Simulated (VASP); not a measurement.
Wanted: the native input for a VASP 6.6.1 run.

| Item | Value |
| --- | --- |
| Task | density of states |
| Functional | vdW-DF |
| Potentials or basis | VASP PAW PBE potentials, release 64 (Ir_sv_GW) |
| Cutoff | 550 eV |
| k mesh | 12 × 12 × 12 |
| Occupations | methfessel-paxton, width 0.1 eV |
| Spin | no spin polarisation |
| k mesh for the DOS | 18 × 18 × 18 |
| Further INCAR settings | ALGO = Normal; EDIFF = 1e-07; NBANDS = 14 |

The system is Ir.

```
CELL_PARAMETERS angstrom
0.00000 1.91560 1.91560
1.91560 0.00000 1.91560
1.91560 1.91560 0.00000
ATOMIC_POSITIONS crystal
Ir 0.00000 0.00000 0.00000
```

One way to write it, as run:

POSCAR

```
Ir
1.0
    0.0000000000      1.9156000000      1.9156000000
    1.9156000000      0.0000000000      1.9156000000
    1.9156000000      1.9156000000      0.0000000000
Ir
1
Direct
    0.0000000000      0.0000000000      0.0000000000
```

INCAR.step1

```
PREC     = Accurate       # precision mode
ENCUT    = 550            # plane-wave cutoff, eV
EDIFF    = 1E-7           # SCF threshold, eV
ISMEAR   = 1              # smearing method
SIGMA    = 0.1            # smearing width, eV
LREAL    = F              # projectors in reciprocal space
LASPH    = T              # aspherical terms in the spheres
NELM     = 100            # most SCF steps
ALGO     = Normal         # electronic algorithm
ISIF     = 2              # what is computed and relaxed
LWAVE    = F              # write WAVECAR
LCHARG   = T              # write CHGCAR
LMAXMIX  = 4              # l up to which the mixer works
GGA      = RE             # functional
LUSE_VDW = T            
AGGAC    = 0.0          
NBANDS   = 14             # bands
```

KPOINTS.step1

```
Automatic mesh
0
Gamma
  12 12 12
```

INCAR.step2

```
PREC     = Accurate       # precision mode
ENCUT    = 550            # plane-wave cutoff, eV
EDIFF    = 1E-7           # SCF threshold, eV
ISMEAR   = -5             # smearing method
SIGMA    = 0.1            # smearing width, eV
LREAL    = F              # projectors in reciprocal space
LASPH    = T              # aspherical terms in the spheres
NELM     = 100            # most SCF steps
ALGO     = Normal         # electronic algorithm
ISIF     = 2              # what is computed and relaxed
LWAVE    = F              # write WAVECAR
LCHARG   = F              # write CHGCAR
LMAXMIX  = 4              # l up to which the mixer works
GGA      = RE             # functional
LUSE_VDW = T            
AGGAC    = 0.0          
LORBIT   = 10             # projections on sites
NBANDS   = 14             # bands
NEDOS    = 1001           # points of the DOS
ICHARG   = 11             # starting density
```

KPOINTS.step2

```
Automatic mesh
0
Gamma
  18 18 18
```

Potentials or basis: VASP PAW PBE potentials, release 64 (Ir_sv_GW).

Command:

```bash
$ cat potpaw_PBE.64/Ir_sv_GW/POTCAR > POTCAR
$ cp INCAR.step1 INCAR
$ cp KPOINTS.step1 KPOINTS
$ mpirun -np 1 vasp_std > vasp.out
$ cp INCAR.step2 INCAR
$ cp KPOINTS.step2 KPOINTS
$ mpirun -np 1 vasp_std > vasp.out
```

It gave:

```yaml
Valence_electrons_inside_the_program's_atomic_spheres: Ir 16.39
```

It took 61 s on 1 thread of Intel(R) Xeon(R) Platinum 8559C (Emerald Rapids), with other jobs on the host, peak memory 0.28 GiB.
